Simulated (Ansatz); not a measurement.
Effect of H interstitial (started 2.63 Å from the nearest host atom), symmetric start on ZnTe

Base system: a 24-atom supercell of ZnTe in the zinc blende structure (space group F-43m, No. 216; a = 6.066 Å) at its relaxed geometry.

Perturbation: a neutral H interstitial (started 2.63 Å from the nearest host atom), symmetric start, atoms relaxed at fixed cell.

Calculations: PBEsol (Ansatz, a first-principles code, PAW, no spin-orbit coupling). k-mesh 4×3×4 (Γ-centred); smearing 0.01 eV (Fermi–Dirac).

```csv
quantity,base,changed,shift
pressure,0.0 GPa,0.3 GPa,+0.3 GPa
gap of the supercell,1.24 eV,zero,–
largest displacement of a host atom from its site in the perfect cell,–,0.17 Å,–
final site of the added atom,–,1 Te at 1.95 Å,–
```

The magnetic state is the one reached from the starting moments; the real material's order can differ, and small cells can't hold many antiferromagnetic ones. In so small a cell the defect repeats every few ångströms: this is an ordered compound, not a dilute defect. The mesh was chosen for an insulator and is coarse for the gapless case. The defect started on the symmetric site and kept its symmetry, so it may sit on a saddle. With Te present, leaving out spin-orbit coupling can change the band edges. The defect cell is spin-polarised and ends with 0.9 μB.
